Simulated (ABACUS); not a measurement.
Crystal: Ir.

```
Ir
1.0
     0.00000    1.91560    1.91560
     1.91560    0.00000    1.91560
     1.91560    1.91560    0.00000
Ir
1
Direct
  0.00000 0.00000 0.00000
```

Base run:

| Property | Result |
| --- | --- |
| Program | ABACUS 3.10.1 |
| Functional | RPBE |
| Potentials or basis | SPMS ONCV 1.0 PBE |
| Cutoff | 925 eV |
| Density cutoff | 3701 eV |
| Basis | plane waves |
| k mesh | 10 × 10 × 10 |
| Occupations | fermi-dirac, width 0.05 eV |
| Spin | no spin polarisation |

Its results: band gap on the k mesh none (metal or under the smearing width); pressure 15.5 GPa.

Question: The run is repeated on the same cell with these changes: functional from RPBE to B86bPBE; potentials or basis from SPMS ONCV 1.0 PBE to SSSP 1.3 efficiency PBE; cutoff from 925 eV to 748 eV; density cutoff from 3701 eV to 5987 eV; valence electrons from 17 to 15. What comes out?

Answer: Band gap on the k mesh none (metal or under the smearing width); pressure 13.5 GPa.

Caveats: the potentials were made for another functional, which shifts forces and pressure; so large a pressure means that the cell lies far from this level's equilibrium, or that cutoff or potentials fall short (some runs).
